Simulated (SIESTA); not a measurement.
The system is Na2S.

```xyz
3
Lattice="0.0000 3.2735 3.2735 3.2735 0.0000 3.2735 3.2735 3.2735 0.0000" Properties=species:S:1:pos:R:3 pbc="T T T"
S     0.0000    0.0000    0.0000
Na    4.9102    4.9102    4.9102
Na    1.6367    1.6367    1.6367
```

Base run:

```yaml
Program: SIESTA 5.4.2
Functional: AM05
Potentials_or_basis: PseudoDojo 0.4 standard (PBEsol files)
Basis: DZP (energy shift 0.003 Ry; two zetas on semicore shells)
Grid_cutoff: 800 Ry
Energy_shift: 0.003 Ry
k_mesh: 7 × 7 × 7
Occupations: fermi-dirac, width 0.05 eV
Spin: no spin polarisation
```

Its results: band gap on the k mesh 2.53 eV, direct; pressure 0.4 GPa.

**Question.** The run is repeated on the same cell with these changes: functional from AM05 to PBEsol. What comes out?

**Answer.** Band gap on the k mesh 2.39 eV, direct; pressure -0.2 GPa.

Caveats: the basis of atomic orbitals isn't converged, which shifts pressures, moduli and gaps; the potentials were made for another functional, which shifts forces and pressure (some runs).
